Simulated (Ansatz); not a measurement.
# Fe (P6_3/mmc) in Ansatz: notebook

Runs on Fe. Level: PBE. Tasks: single point.

All numbers are computed with Ansatz 0.2.0; they aren't measurements. Logs are shortened: lines on timing, memory, paths and dates and some standing lists are left out, and cuts for length are marked.

### Step 1. Starting point

It takes space group P6_3/mmc (No. 194, hexagonal). Conventional cell: a = 2.434 Å, b = 2.434 Å, c = 3.842 Å, α = 90.00°, β = 90.00°, γ = 120.00°. Fe (site symmetry -6m2) has 12 Fe at 2.38 to 2.43 Å as nearest neighbours.

This isn't the form of Fe at room conditions, which is bcc.

### Step 2. Single point, PBE, collinear spin, ferromagnetic start

input.yaml

```yaml
crystal:
  lattice:
    - [2.4341575853, 0.0, 0.0]
    - [-1.2170787927, 2.1080423057, 0.0]
    - [0.0, 0.0, 3.84193447]
  atoms:
    - { symbol: Fe, position: [0.6666666667, 0.3333333333, 0.75], spin: 3.0 }
    - { symbol: Fe, position: [0.3333333333, 0.6666666667, 0.25], spin: 3.0 }
hamiltonian:
  xc: pbe
  pseudopotentials: { kind: paw }
magnetization:
  spin_polarized: true
kpoints:
  mp_grid: { grid: [12, 12, 7] }
scf:
  occupations: { method: gaussian, width: 0.024 }
output:
  forces: true
  stress: true
  eigenvalues: true
```

Potentials or basis: Ansatz PAW.

Run with:

```console
$ ansatz run input.yaml --threads 2 --pin off --max-ram 5632MiB --backend cpu --events-out ev --progress --plain --runs-dir out
```

What it wrote:

```text
Warning: RAYON_NUM_THREADS=2 ignored (pool sized by the plan → 2); use --threads N
Engine: ansatz 0.2.0, x86_64-unknown-linux-gnu
Pseudopotentials: kind: paw
Pseudopotential: Fe, paw, valence charge 16, recommended cutoff 420 eV (normal), Fe.paw.azcp
Functional definition: PBE
  parameter kappa = 0.804
  parameter beta = 0.06672455060314922
  exchange = pbe_x(kappa = kappa, mu = beta*pi^2/3)
  correlation = pbe_c(beta = beta)
Crystal: 2 atoms, lattice volume = 19.714 Å³
Basis set: ecut = 420 eV, 391 PW (Γ), exchange–correlation on 36×36×54 points (8 copies of the dense FFT grid, shifted against one another)
Bands: 23, of which v1, the nominal top of the filled ones, is band 16 counted from 1 (15 counted from 0)
Symmetry: 24 space group operations
Space group: P63/mmc (ITA 194), of the structure as read, at distance tolerance 2.7e-5 Å
Magnetic group: BNS 194.263 (UNI 1493), of the structure as read, at distance tolerance 2.7e-5 Å
k-points: 76 of 1008
Non-local potential: Fe, projectors of the file, l = 0: 3, l = 1: 2, l = 2: 3, l = 3: 1
PAW form: soft (Blöchl's): semilocal exchange-correlation on the pseudo side does not see the compensation charge
PAW one-centre angular grid: Fe, 590 points (default); XC on 64 Gauss nodes
Initial density: superposition of atomic densities (chi_scale 0.1, normalization cell)
Starting moments: Σ|m| = 6 μB on 2 of 2 sites
Initial wavefunctions: pseudopotential atomic-orbital guess
Functional: x = pbe(κ = 0.804, μ = 0.2195149727645171), c = pbe(β = 0.06672455060314922)
SCF iter   1: F=—  HF=-8963.587498 eV  |F-HF|=—  |Δ(HF+E_count)|=         —  Δρ=4.06e-1 (↑4.06e-1 ↓2.19e-1)  dr2=5.52e0  dr2_m=1.72e1  M=0.711 μB ∫|m|=0.776 μB  β_m=0.30  ethr=3.10e-3  ⟨swp⟩=5.0  Hψ=13478  notcnv=0
Mixer restart at iter 1: flushing history
preconditioner: auto → none  [metal: Δε(μ)=0.010 eV  Ē_g=9.664 eV  σ=0.024 eV  W_gap=0.23  n_scr=2 (ndim 8)  ℏωp=33.5 eV  f_vac=0.000  D(μ)=3.06/eV (n_scr^D=42)  sad-step TF]
SCF iter   2: F=—  HF=-8960.368489 eV  |F-HF|=—  |Δ(HF+E_count)|=    3.22e0  Δρ=2.46e-1 (↑2.46e-1 ↓1.85e-1)  dr2=6.97e-1  dr2_m=8.32e0  M=0.747 μB ∫|m|=0.797 μB  β_m=0.57  ethr=3.10e-3  ⟨swp⟩=3.4  Hψ=7634  notcnv=0  defer=338
SCF iter   3: F=—  HF=-8961.728571 eV  |F-HF|=—  |Δ(HF+E_count)|=    1.36e0  Δρ=1.49e-1 (↑1.49e-1 ↓3.01e-2)  dr2=2.65e0  dr2_m=1.08e0  M=0.124 μB ∫|m|=0.174 μB  β_m=0.50  ethr=2.18e-3  ⟨swp⟩=3.1  Hψ=7331  notcnv=0  defer=337
SCF iter   4: F=—  HF=-8960.752683 eV  |F-HF|=—  |Δ(HF+E_count)|=   9.76e-1  Δρ=2.00e-2 (↑2.57e-3 ↓2.00e-2)  dr2=5.04e-2  dr2_m=1.61e-2  M=0.104 μB ∫|m|=0.137 μB  β_m=0.75  ethr=2.18e-3  ⟨swp⟩=3.4  Hψ=7986  notcnv=0  defer=364
SCF iter   5: F=—  HF=-8960.799837 eV  |F-HF|=—  |Δ(HF+E_count)|=   4.72e-2  Δρ=8.64e-3 (↑7.31e-3 ↓8.64e-3)  dr2=2.94e-2  dr2_m=3.52e-4  M=0.041 μB ∫|m|=0.055 μB  β_m=0.87  ethr=1.57e-4  ⟨swp⟩=3.0  Hψ=6251  notcnv=0  defer=344
[... 10 lines left out ...]
WARN: the starting moments were not kept: the SCF closed with an absolute magnetisation of 9.3e-7 μB, where they sum to 6 μB in size (2 sites). That is at most 0.1 of that sum. Measured as dr2_m measures the in/out step, that magnetisation stands 7.8e-13 eV from none, at or under the dr2_threshold of 1.0e-7 eV: it is no larger than a step whose dr2_m would equal this threshold. The system may hold no moment; this SCF shows only that its start led to no more than that. To try another start: raise the starting moments (crystal.atoms[].spin, magnetization.per_species, magnetization.initial_magnetization, or on a non-collinear deck that types none of these the spinor_matrix: blocks that start its atoms; where the total moment is fixed, keep their sum and leave initial_magnetization as it is; typed ones take the place of any that the run laid by itself, positive ones on a crystal's lanthanoids without a Hubbard term where scf.initial_density.shell_occupations: [] is typed) or, if the notice of its spin-set hold's release reads "site moments contracting" or "site moments show no strong build", lengthen the hold (scf.mixing.spin_hold: { on: { confirm: 4 } }; for m-r²SCAN on two components see the key's manual first). Each may lead to a state that holds a moment. A second SCF, from the converged charge density, with the starting moments and any scf.initial_density.shell_occupations laid on it anew, would have followed, and was not run: the deck does not ask for one (magnetization.retry_lost_moments is false, the default). To let it run, set magnetization.retry_lost_moments: true and run the deck again, where that key's refused combinations let it; where memory then withholds it, that run's warning says so.
SCF converged after 13 iterations
Magnetization: -0.0000 μB (16.0000 up, 16.0000 down)
Absolute magnetization: 0.0000 μB (∫|ρ↑−ρ↓|, with the PAW one-centre terms)
Spin contamination: 0.0000 ħ² per cell (⟨S²⟩ above its minimum at these occupations)
Per-site moments (μB) at R_I (Å): [(-4.570928726786388e-7, 0.9818155270763972), (-4.5709287257278794e-7, 0.9818155270763972)]
Free energy (F): -8960.794696 eV
Harris-Foulkes:  -8960.794696 eV  (|F-HF|=3.64e-12)
Internal energy: -8960.793779 eV  (E = F + TS)
E sigma→0 (E₀):  -8960.794237 eV
Entropy (-TS):   -0.000918 eV (-0.459 meV/atom)
Fermi energy:    21.993486 eV
--- Per-component energies (eV) ---
  E_band       = -327.739224
  E_kinetic    = 713.291609
  E_local      = -3768.460959  (includes V_loc(G=0)·N_el)
  E_nonlocal   = 425.531283
  E_hartree    = 1600.242830
  E_xc         = -239.987360
  E_vxc        = -309.349143  (∫ρ·V_xc dr)
  E_paw        = -2726.743461  (= ΣΔE_a)
  E_vpaw       = -589.239611  (= ΣTr[D̂ρ^β])
  E_aug_tail   = 0.001917  (compensation charges beyond the density's cutoff)
  E_ewald      = -4964.669638
  E_smearing   = -0.000918  (= −TS)
  E_closure    = -0.000000  (closes the sum)
  Σ components = -8960.794696   (vs F -8960.794696, Δ=0.00e0)
--- Forces (eV/Å), atoms counted from 1 ---
  atom   1  Fe    -0.00000000    -0.00000000     0.00000000
  atom   2  Fe     0.00000000     0.00000000     0.00000000
  max |Σ_I F_I| component: 4.63e-18 eV/Å
--- Stress (GPa, compression-positive) ---
        9.768323      -0.000000       0.000000
       -0.000000       9.768323      -0.000000
        0.000000      -0.000000      12.132530
  P = ⅓ Tr σ = 10.5564 GPa (105.564 kbar)
--- Band table (eV; the first three rows and the last of 152) ---
  k-point 0 ↑: bands = ["-65.3447", "-65.1883", "-31.7230", "-31.1115", "-31.1115", "-31.0020", "-31.0020", "-30.9857", "12.7137", "16.7569", "20.2036", "20.2036", "20.3572", "20.7032", "20.7032", "21.0571", "21.0571", "22.4263", "22.7179", "22.7179", "31.0538", "43.4705", "47.1351"]
  k-point 1 ↑: bands = ["-65.3370", "-65.1960", "-31.6876", "-31.1061", "-31.1061", "-31.0234", "-31.0074", "-31.0074", "12.9503", "16.7270", "20.1113", "20.1113", "20.2698", "20.6090", "20.6090", "21.2627", "21.2627", "21.7349", "22.7148", "22.7148", "32.1465", "43.3165", "46.6167"]
  k-point 2 ↑: bands = ["-65.3153", "-65.2178", "-31.5879", "-31.1282", "-31.0909", "-31.0909", "-31.0226", "-31.0226", "13.6318", "16.4969", "20.0069", "20.0069", "20.0456", "20.3897", "20.3897", "20.5144", "21.6828", "21.6828", "22.6544", "22.6544", "34.6802", "42.8003", "45.3259"]
  k-point 75 ↓: bands = ["-65.1775", "-65.1775", "-31.5514", "-31.5514", "-31.4069", "-31.3542", "-31.1113", "-31.1113", "18.3378", "18.4232", "18.4232", "18.5342", "19.6074", "19.6074", "21.1090", "21.3958", "22.7423", "22.7423", "29.1036", "29.1036", "30.2499", "31.6263", "33.8512"]
```

It took 8.3 s on 2 threads of Intel Xeon at 2.50GHz (Skylake/Cascade Lake), shared host; peak memory 0.37 GiB.

What came out:

| Quantity | Value |
| --- | --- |
| Free energy | -8960.7947 eV |
| Pressure | 10.6 GPa |
| Band gap on the k mesh | none (metal or under the smearing width) |
| Net moment | 0.00 μB per cell |
| Absolute moment | 0.00 μB per cell |

Caveat: the starting moments collapsed, and a magnetic state may lie lower; the starting moments weren't kept.

### Step 3. Single point, PBE, collinear spin, ferromagnetic start

input.yaml: that of step 2 with these lines changed.

```diff
@@ -16,3 +16,3 @@
 scf:
-  occupations: { method: gaussian, width: 0.024 }
+  occupations: { method: gaussian, width: 0.025 }
 output:
```

Potentials or basis: Ansatz PAW.

Run with:

```console
$ ansatz run input.yaml --threads 2 --pin off --max-ram 5632MiB --backend cpu --events-out ev --progress --plain --runs-dir out
```

It took 8.3 s on 2 threads of Intel Xeon at 2.50GHz (Skylake/Cascade Lake), shared host; peak memory 0.37 GiB.

Results (log left out):

```yaml
Free_energy: -8960.7947 eV
Pressure: 10.6 GPa
Band_gap_on_the_k_mesh: none (metal or under the smearing width)
Net_moment: 0.00 μB per cell
Absolute_moment: 0.00 μB per cell
```

Stress tensor (GPa, compression positive):
```
 9.77  0.00  0.00
 0.00  9.77  0.00
 0.00  0.00 12.13
```

Levels at points of the mesh, in eV from the Fermi level:
Spin up:
```tsv
k point	band 13	band 14	band 15	band 16	band 17	band 18	band 19	band 20
(0.00, 0.00, 0.00)	-1.64	-1.29	-1.29	-0.94	-0.94	0.43	0.72	0.72
(0.00, -0.50, 0.00)	-2.12	-1.65	-1.16	0.83	1.08	1.12	2.75	4.95
```
Spin down:
| k point | band 13 | band 14 | band 15 | band 16 | band 17 | band 18 | band 19 | band 20 |
| --- | --- | --- | --- | --- | --- | --- | --- | --- |
| (0.00, 0.00, 0.00) | -1.64 | -1.29 | -1.29 | -0.94 | -0.94 | 0.43 | 0.72 | 0.72 |
| (0.00, -0.50, 0.00) | -2.12 | -1.65 | -1.16 | 0.83 | 1.08 | 1.12 | 2.75 | 4.95 |

Caveat: the starting moments collapsed, and a magnetic state may lie lower; the starting moments weren't kept.

### Step 4. Single point, PBE, collinear spin, ferromagnetic start

input.yaml: that of step 3 with these lines changed.

```diff
@@ -16,3 +16,3 @@
 scf:
-  occupations: { method: gaussian, width: 0.025 }
+  occupations: { method: gaussian, width: 0.026 }
 output:
```

Potentials or basis: Ansatz PAW.

Run with:

```console
$ ansatz run input.yaml --threads 2 --pin off --max-ram 5632MiB --backend cpu --events-out ev --progress --plain --runs-dir out
```

What it wrote:

```text
Warning: RAYON_NUM_THREADS=2 ignored (pool sized by the plan → 2); use --threads N
[... 8 set-up lines as earlier in the session ...]
Crystal: 2 atoms, lattice volume = 19.714 Å³
Basis set: ecut = 420 eV, 391 PW (Γ), exchange–correlation on 36×36×54 points (8 copies of the dense FFT grid, shifted against one another)
Bands: 23, of which v1, the nominal top of the filled ones, is band 16 counted from 1 (15 counted from 0)
[... 2 set-up lines as earlier in the session ...]
Magnetic group: BNS 194.263 (UNI 1493), of the structure as read, at distance tolerance 2.7e-5 Å
k-points: 76 of 1008
[... 4 set-up lines as earlier in the session ...]
Starting moments: Σ|m| = 6 μB on 2 of 2 sites
[... 2 set-up lines as earlier in the session ...]
SCF iter   1: F=—  HF=-8963.586382 eV  |F-HF|=—  |Δ(HF+E_count)|=         —  Δρ=4.06e-1 (↑4.06e-1 ↓2.19e-1)  dr2=5.52e0  dr2_m=1.72e1  M=0.712 μB ∫|m|=0.777 μB  β_m=0.30  ethr=3.10e-3  ⟨swp⟩=5.0  Hψ=13478  notcnv=0
Mixer restart at iter 1: flushing history
preconditioner: auto → none  [metal: Δε(μ)=0.010 eV  Ē_g=9.664 eV  σ=0.026 eV  W_gap=0.21  n_scr=2 (ndim 8)  ℏωp=33.5 eV  f_vac=0.000  D(μ)=3.06/eV (n_scr^D=42)  sad-step TF]
SCF iter   2: F=—  HF=-8960.366884 eV  |F-HF|=—  |Δ(HF+E_count)|=    3.22e0  Δρ=2.45e-1 (↑2.45e-1 ↓1.85e-1)  dr2=6.96e-1  dr2_m=8.31e0  M=0.750 μB ∫|m|=0.799 μB  β_m=0.57  ethr=3.10e-3  ⟨swp⟩=3.4  Hψ=7631  notcnv=0  defer=338
SCF iter   3: F=—  HF=-8961.723812 eV  |F-HF|=—  |Δ(HF+E_count)|=    1.36e0  Δρ=1.49e-1 (↑1.49e-1 ↓3.02e-2)  dr2=2.64e0  dr2_m=1.09e0  M=0.125 μB ∫|m|=0.176 μB  β_m=0.50  ethr=2.18e-3  ⟨swp⟩=3.1  Hψ=7364  notcnv=0  defer=334
SCF iter   4: F=—  HF=-8960.752863 eV  |F-HF|=—  |Δ(HF+E_count)|=   9.71e-1  Δρ=2.01e-2 (↑2.54e-3 ↓2.01e-2)  dr2=5.01e-2  dr2_m=1.64e-2  M=0.105 μB ∫|m|=0.137 μB  β_m=0.75  ethr=2.18e-3  ⟨swp⟩=3.4  Hψ=7981  notcnv=0  defer=357
SCF iter   5: F=—  HF=-8960.799937 eV  |F-HF|=—  |Δ(HF+E_count)|=   4.71e-2  Δρ=8.71e-3 (↑7.20e-3 ↓8.71e-3)  dr2=2.93e-2  dr2_m=3.65e-4  M=0.039 μB ∫|m|=0.054 μB  β_m=0.87  ethr=1.57e-4  ⟨swp⟩=2.9  Hψ=6226  notcnv=0  defer=342
SCF iter   6: F=—  HF=-8960.794717 eV  |F-HF|=—  |Δ(HF+E_count)|=   5.22e-3  Δρ=1.20e-3 (↑1.20e-3 ↓1.03e-3)  dr2=6.07e-4  dr2_m=6.74e-6  M=0.009 μB ∫|m|=0.010 μB  β_m=0.81  ethr=9.15e-5  ⟨swp⟩=3.0  Hψ=5730  notcnv=0  defer=342
SCF iter   7: F=—  HF=-8960.794771 eV  |F-HF|=—  |Δ(HF+E_count)|=   5.42e-5  Δρ=5.30e-4 (↑5.30e-4 ↓9.92e-5)  dr2=3.75e-5  dr2_m=1.14e-5  M=0.010 μB ∫|m|=0.011 μB  β_m=0.91  ethr=1.90e-6  ⟨swp⟩=2.2  Hψ=5033  notcnv=0  defer=342
SCF iter   8: F=—  HF=-8960.794775 eV  |F-HF|=—  |Δ(HF+E_count)|=   4.18e-6  Δρ=2.40e-4 (↑2.39e-4 ↓2.40e-4)  dr2=1.83e-7  dr2_m=1.03e-5  M=0.005 μB ∫|m|=0.005 μB  β_m=0.86  ethr=1.17e-7  ⟨swp⟩=2.3  Hψ=4927  notcnv=0  defer=342
SCF iter   9: F=—  HF=-8960.794775 eV  |F-HF|=—  |Δ(HF+E_count)|=   1.98e-7  Δρ=1.14e-4 (↑1.14e-4 ↓9.36e-5)  dr2=1.65e-7  dr2_m=1.90e-6  M=0.002 μB ∫|m|=0.003 μB  β_m=0.93  ethr=5.72e-10  ⟨swp⟩=2.1  Hψ=6033  notcnv=0  defer=342
SCF iter  10: F=—  HF=-8960.794775 eV  |F-HF|=—  |Δ(HF+E_count)|=   1.52e-7  Δρ=1.45e-5 (↑1.45e-5 ↓9.50e-6)  dr2=7.23e-9  dr2_m=2.49e-8  M=0.000 μB ∫|m|=0.000 μB  β_m=0.96  ethr=5.17e-10  ⟨swp⟩=2.2  Hψ=5656  notcnv=0  defer=342
SCF iter  11: F=—  HF=-8960.794775 eV  |F-HF|=—  |Δ(HF+E_count)|=   1.08e-8  Δρ=3.94e-6 (↑3.80e-6 ↓3.94e-6)  dr2=3.06e-11  dr2_m=2.69e-9  M=0.000 μB ∫|m|=0.000 μB  β_m=0.98  ethr=2.26e-11  ⟨swp⟩=2.3  Hψ=5691  notcnv=0  defer=342
SCF iter  12: F=—  HF=-8960.794775 eV  |F-HF|=—  |Δ(HF+E_count)|=  1.07e-10  Δρ=1.03e-7 (↑1.03e-7 ↓6.50e-8)  dr2=9.46e-13  dr2_m=6.66e-13  M=0.000 μB ∫|m|=0.000 μB  β_m=0.99  ethr=1.00e-12  ⟨swp⟩=2.0  Hψ=5739  notcnv=0  defer=342
SCF iter  13: F=-8960.794775 eV  HF=-8960.794775 eV  |F-HF|=0.00e0  |Δ(HF+E_count)|=    0.00e0  Δρ=5.50e-8 (↑4.85e-8 ↓5.50e-8)  dr2=4.92e-13  dr2_m=1.03e-14  M=-0.000 μB ∫|m|=0.000 μB  ethr=1.00e-12  ⟨swp⟩=5.8  Hψ=11164  notcnv=0
SCF 1 converged in 13 iterations: F = -8960.794775 eV  dr2 = 4.92e-13
WARN: the starting moments were not kept: the SCF closed with an absolute magnetisation of 4.8e-7 μB, where they sum to 6 μB in size (2 sites). That is at most 0.1 of that sum. Measured as dr2_m measures the in/out step, that magnetisation stands 2.0e-13 eV from none, at or under the dr2_threshold of 1.0e-7 eV: it is no larger than a step whose dr2_m would equal this threshold. The system may hold no moment; this SCF shows only that its start led to no more than that. To try another start: raise the starting moments (crystal.atoms[].spin, magnetization.per_species, magnetization.initial_magnetization, or on a non-collinear deck that types none of these the spinor_matrix: blocks that start its atoms; where the total moment is fixed, keep their sum and leave initial_magnetization as it is; typed ones take the place of any that the run laid by itself, positive ones on a crystal's lanthanoids without a Hubbard term where scf.initial_density.shell_occupations: [] is typed) or, if the notice of its spin-set hold's release reads "site moments contracting" or "site moments show no strong build", lengthen the hold (scf.mixing.spin_hold: { on: { confirm: 4 } }; for m-r²SCAN on two components see the key's manual first). Each may lead to a state that holds a moment. A second SCF, from the converged charge density, with the starting moments and any scf.initial_density.shell_occupations laid on it anew, would have followed, and was not run: the deck does not ask for one (magnetization.retry_lost_moments is false, the default). To let it run, set magnetization.retry_lost_moments: true and run the deck again, where that key's refused combinations let it; where memory then withholds it, that run's warning says so.
SCF converged after 13 iterations
Magnetization: -0.0000 μB (16.0000 up, 16.0000 down)
Absolute magnetization: 0.0000 μB (∫|ρ↑−ρ↓|, with the PAW one-centre terms)
Spin contamination: 0.0000 ħ² per cell (⟨S²⟩ above its minimum at these occupations)
Per-site moments (μB) at R_I (Å): [(-2.3265775556853286e-7, 0.9818155270763972), (-2.3265775598726614e-7, 0.9818155270763972)]
Free energy (F): -8960.794775 eV
Harris-Foulkes:  -8960.794775 eV  (|F-HF|=0.00e0)
Internal energy: -8960.793714 eV  (E = F + TS)
E sigma→0 (E₀):  -8960.794245 eV
Entropy (-TS):   -0.001061 eV (-0.531 meV/atom)
Fermi energy:    21.993476 eV
--- Per-component energies (eV) ---
  E_band       = -327.735048
  E_kinetic    = 713.293136
  E_local      = -3768.467926  (includes V_loc(G=0)·N_el)
  E_nonlocal   = 425.532982
  E_hartree    = 1600.248098
  E_xc         = -239.987237
  E_vxc        = -309.348977  (∫ρ·V_xc dr)
  E_paw        = -2726.745045  (= ΣΔE_a)
  E_vpaw       = -589.242388  (= ΣTr[D̂ρ^β])
  E_aug_tail   = 0.001917  (compensation charges beyond the density's cutoff)
  E_ewald      = -4964.669638
  E_smearing   = -0.001061  (= −TS)
  E_closure    = -0.000000  (closes the sum)
  Σ components = -8960.794775   (vs F -8960.794775, Δ=0.00e0)
--- Forces (eV/Å), atoms counted from 1 ---
  atom   1  Fe    -0.00000000    -0.00000000     0.00000000
  atom   2  Fe     0.00000000     0.00000000     0.00000000
  max |Σ_I F_I| component: 9.25e-18 eV/Å
--- Stress (GPa, compression-positive) ---
        9.773786      -0.000000       0.000000
       -0.000000       9.773786      -0.000000
        0.000000      -0.000000      12.122174
  P = ⅓ Tr σ = 10.5566 GPa (105.566 kbar)
--- Band table (eV; the first three rows and the last of 152) ---
  k-point 0 ↑: bands = ["-65.3445", "-65.1881", "-31.7228", "-31.1113", "-31.1113", "-31.0019", "-31.0019", "-30.9854", "12.7137", "16.7569", "20.2036", "20.2036", "20.3574", "20.7033", "20.7033", "21.0573", "21.0573", "22.4264", "22.7181", "22.7181", "31.0539", "43.4705", "47.1351"]
  k-point 1 ↑: bands = ["-65.3368", "-65.1959", "-31.6874", "-31.1059", "-31.1059", "-31.0231", "-31.0073", "-31.0073", "12.9503", "16.7271", "20.1114", "20.1114", "20.2700", "20.6091", "20.6091", "21.2629", "21.2629", "21.7349", "22.7150", "22.7150", "32.1466", "43.3165", "46.6167"]
  k-point 2 ↑: bands = ["-65.3151", "-65.2176", "-31.5876", "-31.1280", "-31.0908", "-31.0908", "-31.0225", "-31.0225", "13.6318", "16.4970", "20.0070", "20.0070", "20.0457", "20.3897", "20.3897", "20.5145", "21.6829", "21.6829", "22.6545", "22.6545", "34.6803", "42.8003", "45.3259"]
  k-point 75 ↓: bands = ["-65.1773", "-65.1773", "-31.5512", "-31.5512", "-31.4068", "-31.3541", "-31.1111", "-31.1111", "18.3379", "18.4234", "18.4234", "18.5342", "19.6075", "19.6075", "21.1091", "21.3959", "22.7424", "22.7424", "29.1037", "29.1037", "30.2500", "31.6263", "33.8513"]
```

Run time: 8.3 s. Hardware: 2 threads of Intel Xeon at 2.50GHz (Skylake/Cascade Lake), shared host; peak memory 0.37 GiB.

What came out:

| Property | Result |
| --- | --- |
| Free energy | -8960.7948 eV |
| Pressure | 10.6 GPa |
| Band gap on the k mesh | none (metal or under the smearing width) |
| Net moment | 0.00 μB per cell |
| Absolute moment | 0.00 μB per cell |

Caveat: the starting moments collapsed, and a magnetic state may lie lower; the starting moments weren't kept.
